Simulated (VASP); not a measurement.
A run of VASP 6.6.1 is set up as follows.

Contents of INCAR:

```
PREC = Accurate
ENCUT = 520
EDIFF = 1E-6
ISMEAR = 0
SIGMA = 0.03
LREAL = False
LASPH = True
NELM = 80
ALGO = Normal
ISIF = 2
LWAVE = False
LCHARG = False
LDIPOL = True
IDIPOL = 3
DIPOL = 0.5 0.5 0.500
GGA = PS
LVHAR = True
LVACPOTAV = True
ICORELEVEL = 1
```

Contents of KPOINTS:

```
Automatic mesh
0
Gamma
  6 4 1
```

The input POSCAR:

```
CdTe
1.0
    4.5930799800      0.0000000000      0.0000000000
    0.0000000000      6.4955960000      0.0000000000
    0.0000000000      0.0000000000     26.4826999500
Cd Te
6 6
Direct
    0.5000000000      0.5000000000      0.2832037500
    0.0000000000      0.0000000000      0.3699222500
    0.5000000000      0.5000000000      0.4566407500
    0.0000000000      0.0000000000      0.5433592500
    0.5000000000      0.5000000000      0.6300777500
    0.0000000000      0.0000000000      0.7167962500
    0.0000000000      0.7500000000      0.2832037500
    0.5000000000      0.2500000000      0.3699222500
    0.0000000000      0.7500000000      0.4566407500
    0.5000000000      0.2500000000      0.5433592500
    0.0000000000      0.7500000000      0.6300777500
    0.5000000000      0.2500000000      0.7167962500
```

Potentials or basis: VASP PAW PBE potentials, release 64 (Cd, Te).

Command:

```sh
$ cat potpaw_PBE.64/Cd/POTCAR potpaw_PBE.64/Te/POTCAR > POTCAR
$ mpirun -np 4 vasp_std > vasp.out
```

**Question.** Predict the ionisation potential of the upper face.

**Answer.** 4.93 eV.

**Question.** Predict the largest force.

**Answer.** 1.045 eV/Å.

**Question.** Predict the band gap on the k mesh.

**Answer.** 0.75 eV, direct.

Core levels (eV, on the scale of the bands):
```
atom                                                                                     levels
1 Cd  1s -26517.5, 2s -3934.6, 2p -3529.9, 3s -731.4, 3p -598.7, 3d -391.2, 4s -103.5, 4p -64.6
2 Cd  1s -26517.3, 2s -3934.5, 2p -3529.7, 3s -731.3, 3p -598.6, 3d -391.0, 4s -103.4, 4p -64.4
3 Cd  1s -26517.4, 2s -3934.5, 2p -3529.8, 3s -731.4, 3p -598.6, 3d -391.1, 4s -103.4, 4p -64.5
4 Cd  1s -26517.4, 2s -3934.5, 2p -3529.8, 3s -731.4, 3p -598.6, 3d -391.1, 4s -103.4, 4p -64.5
5 Cd  1s -26517.3, 2s -3934.5, 2p -3529.7, 3s -731.3, 3p -598.6, 3d -391.0, 4s -103.4, 4p -64.4
6 Cd  1s -26517.5, 2s -3934.6, 2p -3529.9, 3s -731.4, 3p -598.7, 3d -391.2, 4s -103.5, 4p -64.6
```

Caveat: the PAW data sets were made with another functional, which shifts forces and pressure a little; spin-orbit coupling is left out, which moves the levels of the heavy elements. PBEsol gaps usually lie below the measured ones, often by a third to a half.
